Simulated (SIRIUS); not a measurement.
Si under changes of volume

One of the cells (20.528 Å³/atom); the others are scaled copies at fixed shape and fractional positions:

```xyz
4
Lattice="3.8567 0.0000 0.0000 -1.9283 3.3400 0.0000 0.0000 0.0000 6.3746" Properties=species:S:1:pos:R:3 pbc="T T T"
Si    1.9283    1.1133    5.9729
Si    0.0000    2.2267    2.7856
Si    1.9283    1.1133    3.5889
Si    0.0000    2.2267    0.4017
```

This isn't the form of Si at room conditions, which is diamond.

```yaml
Program: SIRIUS 7.12.0
Functional: PBEsol
Potentials_or_basis: all-electron FP-LAPW
Cutoff: 180 eV
Basis: apw+lo standard
k_mesh: 8 × 8 × 4
Occupations: fermi-dirac, width 0.05 eV
Spin: no spin polarisation
```

```csv
volume (Å³/atom),energy over the lowest point (meV/atom),gap on the mesh (eV)
18.918,18.28,0.17
19.321,?,?
19.723,0.00,0.26
20.528,2.26,0.35
20.931,9.83,0.39
21.333,21.13,0.42
```

Question: What does the run at 19.321 Å³/atom give?

Answer: Energy over the lowest point 6.30 meV/atom; gap on the mesh 0.22 eV.

Worked out: A Birch-Murnaghan fit of order 3 (a polynomial in V^(-2/3)) to the other rows has its minimum at 20.02 Å³/atom with B0 = V·E''(V) = 94 GPa and B' = 4.3 at fixed shape and positions, which overstates the stiffness. It gives 6.28 meV/atom at 19.321 Å³/atom, against the run's 6.30. A straight line through the other rows of the gap, of slope 2.12 eV per unit of ln V, gives 0.22 eV, against the run's 0.22.

Energies are extrapolated to zero smearing.

A mesh can miss the band edges.
